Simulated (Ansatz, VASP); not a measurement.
One calculation of BiTe, two programs

File INCAR:

```
PREC = Accurate
ENCUT = 520
EDIFF = 1E-6
ISMEAR = -1
SIGMA = 0.05
LREAL = F
LASPH = T
NELM = 100
ALGO = Normal
ISIF = 2
LWAVE = F
LCHARG = F
GGA = PS
NBANDS = 18
```

KPOINTS

```
Automatic mesh
0
Gamma
  7 7 7
```

Contents of POSCAR:

```
BiTe
1.0
    0.0000000000      3.2350000000      3.3644000000
    3.2350000000      0.0000000000      3.3644000000
    3.2350000000      3.2350000000      0.0000000000
Bi Te
1 1
Direct
    0.0000000000      0.0000000000      0.0000000000
    0.5000000000      0.5000000000      0.5000000000
```

Contents of input.yaml:

```yaml
crystal:
  lattice:
    - [0.0, 3.235, 3.3644]
    - [3.235, 0.0, 3.3644]
    - [3.235, 3.235, 0.0]
  atoms:
    - { symbol: Bi, position: [0.0, 0.0, 0.0] }
    - { symbol: Te, position: [0.5, 0.5, 0.5] }
kpoints:
  mp_grid: { grid: [7, 7, 7] }
  band_path:
    path:
      - [0.0, 0.0, 0.0]
      - [0.0, 0.5, 0.5]
      - [-0.2311390533, 0.5, 0.2688609467]
      - [-0.3655695266, 0.3655695266, 0.0]
      - [0.0, 0.0, 0.0]
      - [0.5, 0.5, 0.0]
      - [0.3655695266, 0.6344304734, 0.0]
      - [0.0, 0.5, 0.0]
    npoints: 10
scf:
  occupations: { method: fermi_dirac, width: 0.05 }
hamiltonian:
  xc: pbesol
  pseudopotentials: { kind: all_electron, lapw: { basis_error: 0.001 } }
output:
  forces: true
  stress: true
  eigenvalues: true
```

Change from the starting cell: strain_z = 0.04.

Alike in both runs: functional PBEsol; k mesh 7 × 7 × 7; occupations fermi-dirac, width 0.05 eV; no spin polarisation.

```csv
,VASP,Ansatz
version,VASP 6.6.1,Ansatz 0.2.0
potentials or method,"VASP PAW PBE potentials, release 64 (Bi_d, Te)","all-electron LAPW, scalar-relativistic"
plane-wave cutoff (eV),520,see its input
task,single point,band structure
```

|  | VASP | Ansatz | Ansatz less VASP |
| --- | --- | --- | --- |
| gap on the k mesh at the Fermi level (eV) | none | none | - |
| pressure (GPa) | -3.2 | -3.2 | +0.05 |
| largest component of the traceless stress (GPa) | 0.92 | 0.93 | +0.004 |

A gap of «none» marks a metal or a gap that the smearing closes. Ansatz ran all-electron here, so the differences hold the error of VASP's frozen core and of both bases.

Caveats: spin-orbit coupling is left out, which moves the levels of the heavy elements; the PAW data sets were made with another functional, which shifts forces and pressure a little (VASP).
